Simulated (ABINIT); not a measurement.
Write the native input for ABINIT 10.8.3 (patched build) that does the following.

```
Task                                            : band structure
Functional                                      : RPBE
Potentials or basis                             : JTH PAW PBE v2.0
Cutoff                                          : 408 eV
k mesh                                          : 11 × 11 × 11
Occupations                                     : fermi-dirac, width 0.05 eV
Spin                                            : no spin polarisation
Fine-grid cutoff                                : 816.342 eV
Exchange and correlation inside the PAW spheres : full angular mesh (pawxcdev 0, this build's default; the released program takes 1)
```

Ti:

```
Ti
1.0
    -1.64100    1.64100    1.64100
     1.64100   -1.64100    1.64100
     1.64100    1.64100   -1.64100
Ti
1
Direct
  0.00000 0.00000 0.00000
```

This isn't the form of Ti at room conditions, which is hcp.

The input as run:

run.abi

```
# Datasets: ground state, then fixed potential
ndtset 2

# Pseudopotentials
pp_dirpath "./"
pseudos "Ti.GGA_PBE-JTH.xml"

# Structure
acell 3*1.0 Angstrom
rprim
    -1.6410000000     1.6410000000     1.6410000000
     1.6410000000    -1.6410000000     1.6410000000
     1.6410000000     1.6410000000    -1.6410000000
ntypat 1
znucl 22
natom 1
typat 1
xred
     0.0000000000     0.0000000000     0.0000000000

# Plane-wave basis
ecut 408.170794 eV
pawecutdg 30.0

# Exchange and correlation
ixc 15

# Bands and occupations
occopt 3
tsmear 0.05 eV

# SCF cycle
nstep 100

# Output
iomode 3
prtwf 0
prteig 0
prtebands 0
enunit 1
prtden1 1

# Dataset 1
kptopt1 1
ngkpt1 11 11 11
nshiftk1 1
shiftk1 0.0 0.0 0.0
nband1 10
tolvrs1 1.0e-9

# Dataset 2: bands along G-H-N-G-P-H
iscf2 -2
getden2 1
nband2 14
nbdbuf2 2
tolwfr2 1.0e-12
kptopt2 -5
ndivsm2 5
prteig2 1
kptbounds2
     0.0000000000     0.0000000000     0.0000000000
     0.5000000000    -0.5000000000     0.5000000000
     0.0000000000     0.0000000000     0.5000000000
     0.0000000000     0.0000000000     0.0000000000
     0.2500000000     0.2500000000     0.2500000000
     0.5000000000    -0.5000000000     0.5000000000
```

Potentials or basis: JTH PAW PBE v2.0.

Run with:

```bash
$ abinit run.abi > log 2>&1
```

It gave:

| Quantity | Value |
| --- | --- |
| Pressure | 0.8 GPa |
| Band gap on the k mesh | none (metal or under the smearing width) |
| Valence electrons inside the program's atomic spheres | Ti 10.14 (radii [1.2214] Å) |

Caveat: the PAW data sets were made with another functional, which shifts forces and pressure a little.

It took 8.7 s on 1 thread of Arm Neoverse V1, on a shared host, peak memory 0.11 GiB.
